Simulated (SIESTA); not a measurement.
NbSi2:

```xyz
9
Lattice="4.7940 0.0000 0.0000 -2.3970 4.1517 0.0000 0.0000 0.0000 6.5890" Properties=species:S:1:pos:R:3 pbc="T T T"
Nb   -1.1985    2.0759    2.1963
Nb    1.1985    2.0759    4.3927
Nb    2.3970    0.0000    0.0000
Si    1.2009    0.6933    2.1963
Si   -1.1961    3.4584    4.3927
Si    2.3970    2.7650    0.0000
Si    1.1961    3.4584    2.1963
Si    3.5931    0.6933    4.3927
Si    0.0000    1.3867    0.0000
```

| Property | Result |
| --- | --- |
| Program | SIESTA 5.4.2 |
| Task | single point |
| Functional | PBEsol |
| Potentials or basis | PseudoDojo 0.4 standard (PBEsol files) |
| Basis | DZP (energy shift 0.003 Ry; two zetas on semicore shells) |
| Grid cutoff | 800 Ry |
| Energy shift | 0.003 Ry |
| k mesh | 7 × 7 × 4 |
| Occupations | fermi-dirac, width 0.05 eV |
| Spin | no spin polarisation |

On this cell: pressure -1.3 GPa; largest force 0.717 eV/Å; band gap on the k mesh none (metal or under the smearing width).

The same run follows on a disturbed copy (atoms moved at random, drawn with an rms of 0.05 Å):

```
Nb Si
1.0
     4.79400    0.00000    0.00000
    -2.39700    4.15173    0.00000
     0.00000    0.00000    6.58900
Nb Si
3 6
Cartesian
  -1.2265 2.0933 2.1899
  1.2078 2.1120 4.5062
  2.3962 0.0179 0.0090
  1.1715 0.7016 2.1359
  -1.2510 3.4654 4.3713
  2.4257 2.7501 -0.0045
  1.1628 3.4418 2.2212
  3.6425 0.6534 4.4288
  0.0209 1.3673 -0.0212
```

What does the disturbed cell give?

The energy (extrapolated to zero smearing) moves by +19.3 meV/atom; pressure -0.5 GPa; largest force 2.359 eV/Å; band gap on the k mesh none (metal or under the smearing width).

Forces on the atoms (eV/Å):
```
Nb   0.304 -0.463  0.409
Nb  -0.193 -0.670 -2.253
Nb   0.115 -0.415 -0.203
Si  -0.606 -0.013  0.942
Si  -0.077  0.468  0.294
Si   0.119  1.005  0.508
Si   0.661  0.366 -0.009
Si   0.254  0.262 -0.441
Si  -0.578 -0.540  0.753
```

Stress tensor (GPa, compression positive):
```
-0.90  0.49  0.14
 0.49 -2.54 -0.21
 0.14 -0.21  1.89
```

Caveats: the basis of atomic orbitals isn't converged, which shifts pressures, moduli and gaps.
